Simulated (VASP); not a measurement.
Write the native input for VASP 6.6.1 that does the following.

| Quantity | Value |
| --- | --- |
| Task | single point |
| Functional | PBE |
| Potentials or basis | VASP PAW PBE potentials, release 64 (Ni) |
| Cutoff | 520 eV |
| k mesh | 4 × 4 × 4 |
| Occupations | gaussian, width 0.1 eV |
| Spin | collinear spin, ferromagnetic start |
| Starting moments | [0.8] μB |
| Further INCAR settings | ALGO = Fast; EDIFF = 1e-07 |

The structure of Ni lies in POSCAR:

```
Ni
1.0
    0.0000000000      1.7619350000      1.7619350000
    1.7619350000      0.0000000000      1.7619350000
    1.7619350000      1.7619350000      0.0000000000
Ni
1
Direct
    0.0000000000      0.0000000000      0.0000000000
```

The input as run:

INCAR

```
ALGO = Fast
EDIFF = 1E-7
ENCUT = 520
GGA = PE
ISIF = 2
ISMEAR = 0
ISPIN = 2
LASPH = T
LCHARG = F
LMAXMIX = 4
LORBIT = 11
LREAL = F
LWAVE = F
MAGMOM = 0.8
NELM = 120
PREC = Accurate
SIGMA = 0.1
```

KPOINTS

```
k-points
0
Gamma
  4 4 4
```

Potentials or basis: VASP PAW PBE potentials, release 64 (Ni).

Launch:

```console
$ cat potpaw_PBE.64/Ni/POTCAR > POTCAR
$ mpirun -np 1 vasp_std > vasp.out
```

Results of the run:

```yaml
Pressure: -4.2 GPa
Band_gap_on_the_k_mesh: none (metal or under the smearing width)
Net_moment: 0.59 μB per cell
Site_moments: Ni +0.61 μB
Valence_electrons_inside_the_program's_atomic_spheres: Ni 9.29
```

Caveat: the k mesh is coarse (spacing up to 0.77 Å⁻¹), so the values aren't converged.

It took 5.3 s on 1 thread of Intel(R) Xeon(R) Platinum 8259CL CPU @ 2.50GHz (Skylake/Cascade Lake), with other jobs on the host, peak memory 0.12 GiB.
